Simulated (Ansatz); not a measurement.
Runs of Ansatz 0.2.0 on Ni. The structure is hexagonal, space group P6_3/mmc (No. 194). The conventional cell has a = 2.448 Å, b = 2.448 Å, c = 4.073 Å, α = 90.00°, β = 90.00°, γ = 120.00°. Around Ni (site symmetry -6m2) lie 12 Ni at 2.45 to 2.48 Å. This isn't the form of Ni at room conditions, which is fcc.

```csv
task,level,spin,cell,cutoff (eV),smearing,gap on the mesh (eV),pressure (GPa),moment (μB)
single point,PBE,"collinear, ferromagnetic start",as given,323,gaussian 0.1 eV,none,7.2,1.31
relaxation of the atoms,revPBE+D4,"collinear, random start","atoms relaxed from: atoms moved at random, drawn with an rms of 0.05 Å",-,methfessel-paxton 0.2 eV,-,-0.6,1.31
relaxation of cell and atoms,LDA,"collinear, program default start",relaxed,-,gaussian 0.01 eV,-,0.0,1.24
single point,LDA,"collinear, ferromagnetic start",as given,323,gaussian 0.1 eV,none,(a),1.25
```

Alike in all rows: potentials or basis all-electron LAPW, scalar-relativistic; k mesh 12 × 12 × 7; basis error allowed 0.001 eV/atom.

Question: Estimate the missing entries.

Answer: (a) -11.0.

Caveats: the starting moments weren't kept (some runs).

A gap of «none» marks a metal or a gap under the smearing width.
